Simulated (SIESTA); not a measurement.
# RuS2 (Laurite) under changes of volume

One of the cells (14.718 Å³/atom); the others are scaled copies at fixed shape and fractional positions:

```
Ru S
1.0
     5.61060    0.00000    0.00000
     0.00000    5.61060    0.00000
     0.00000    0.00000    5.61060
Ru S
4 8
Cartesian
  0.0000 2.8053 2.8053
  2.8053 2.8053 0.0000
  2.8053 0.0000 2.8053
  0.0000 0.0000 0.0000
  2.1787 0.6266 4.9840
  0.6266 4.9840 2.1787
  4.9840 2.1787 0.6266
  3.4319 3.4319 3.4319
  3.4319 4.9840 0.6266
  4.9840 0.6266 3.4319
  0.6266 3.4319 4.9840
  2.1787 2.1787 2.1787
```

- Program: SIESTA 5.4.2
- Functional: LDA
- Potentials or basis: PseudoDojo 0.4 standard (LDA files)
- Basis: DZP (energy shift 0.003 Ry; two zetas on semicore shells)
- Grid cutoff: 800 Ry
- Energy shift: 0.003 Ry
- k mesh: 4 × 4 × 4
- Occupations: fermi-dirac, width 0.05 eV
- Spin: no spin polarisation

```tsv
volume (Å³/atom)	energy over the lowest point (meV/atom)	pressure (GPa)	largest force (eV/Å)
13.835	18.37	9.9	0.420
14.129	4.85	4.9	0.413
14.424	0.00	0.5	0.407
14.718	2.87	-3.5	0.399
15.012	?	?	?
15.307	28.31	-10.1	0.382
15.601	49.41	-12.8	0.372
```

**Question.** What does the run at 15.012 Å³/atom give?

**Answer.** Energy over the lowest point 12.57 meV/atom; pressure -7.0 GPa; largest force 0.392 eV/Å.

Worked out: A Birch-Murnaghan fit of order 3 (a polynomial in V^(-2/3)) to the other rows has its minimum at 14.46 Å³/atom with B0 = V·E''(V) = 203 GPa and B' = 4.9 at fixed shape and positions, which overstates the stiffness. It gives 12.54 meV/atom at 15.012 Å³/atom, against the run's 12.57, and -dE/dV = -7.0 GPa, against -7.0.

Energies are extrapolated to zero smearing.

Caveats: the basis of atomic orbitals isn't converged, which shifts pressures, moduli and gaps.
